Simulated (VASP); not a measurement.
Set up this calculation in VASP 6.6.1, as the native input.

```yaml
Task: relaxation of cell and atoms
Functional: PBEsol
Potentials_or_basis: VASP PAW PBE potentials, release 64 (Rh_pv)
Cutoff: 480 eV
k_mesh: 18 × 18 × 18
Occupations: gaussian, width 0.1 eV
Spin: no spin polarisation
Further_INCAR_settings: ALGO = Fast; EDIFF = 1e-07; IBRION = 2; EDIFFG = -0.005; NSW = 90; ISIF = 3
```

The structure of Rh lies in POSCAR:

```
Rh
1.0
    0.0000000000      1.9029860900      1.9029860900
    1.9029860900      0.0000000000      1.9029860900
    1.9029860900      1.9029860900      0.0000000000
Rh
1
Direct
    0.0000000000      0.0000000000      0.0000000000
```

These files were run (other wordings do the same):

INCAR

```
ALGO = Fast
EDIFF = 1E-7
EDIFFG = -0.005
ENCUT = 480
GGA = PS
IBRION = 2
ISIF = 3
ISMEAR = 0
LASPH = T
LCHARG = F
LREAL = F
LWAVE = F
NELM = 60
NSW = 90
PREC = Accurate
SIGMA = 0.1
```

KPOINTS

```
k-points
0
Gamma
  18 18 18
```

Potentials or basis: VASP PAW PBE potentials, release 64 (Rh_pv).

Run with:

```console
$ cat potpaw_PBE.64/Rh_pv/POTCAR > POTCAR
$ mpirun -np 1 vasp_std > vasp.out
```

Results of the run:

| Property | Result |
| --- | --- |
| Relaxed volume | 13.50 Å³/atom |
| Relaxed cell | a = 2.673 Å, b = 2.673 Å, c = 2.673 Å, α = 60.00°, β = 60.00°, γ = 60.00° |
| Space group after relaxing (to 0.05 Å) | Fm-3m (No. 225) |
| Energy gained by relaxing | 5.2 meV/atom |
| Ionic steps | 4 |
| Pressure after relaxing | 0.0 GPa |
| Band gap on the k mesh | none (metal or under the smearing width) |

Caveat: the PAW data sets were made with another functional, which shifts forces and pressure a little.

Wall time 34 s on 1 thread of Intel(R) Xeon(R) 6975P-C (Granite Rapids) (shared host), peak memory 0.15 GiB.
